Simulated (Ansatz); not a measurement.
As:

```
As
1.0
     1.82500   -5.50000    0.00000
     1.82500    5.50000    0.00000
     0.00000    0.00000    4.47000
As
4
Direct
  0.39000 0.61000 0.56000
  0.89000 0.11000 0.94000
  0.61000 0.39000 0.44000
  0.11000 0.89000 0.06000
```

This isn't the form of As at room conditions, which is rhombohedral.

Base run:

```yaml
Program: Ansatz 0.2.0
Functional: LDA
Potentials_or_basis: Ansatz PAW
Cutoff: "420 eV (not typed: the program's choice for these potentials)"
k_mesh: 8 × 8 × 6
Occupations: fermi-dirac, width 0.05 eV
Spin: no spin polarisation
```

Its results: pressure -1.9 GPa; largest force 0.191 eV/Å.

Task: The run is repeated on the same cell with these changes: functional from LDA to r2SCAN; cutoff from 420 eV (not typed: the program's choice for these potentials) to 500 eV (not typed: the program's choice for these potentials). What comes out?

Result: Pressure 1.4 GPa; largest force 0.381 eV/Å.

Caveats: the PAW data sets come from PBE, with cores solved anew for the run's functional, which leaves a small shift of forces and pressure.
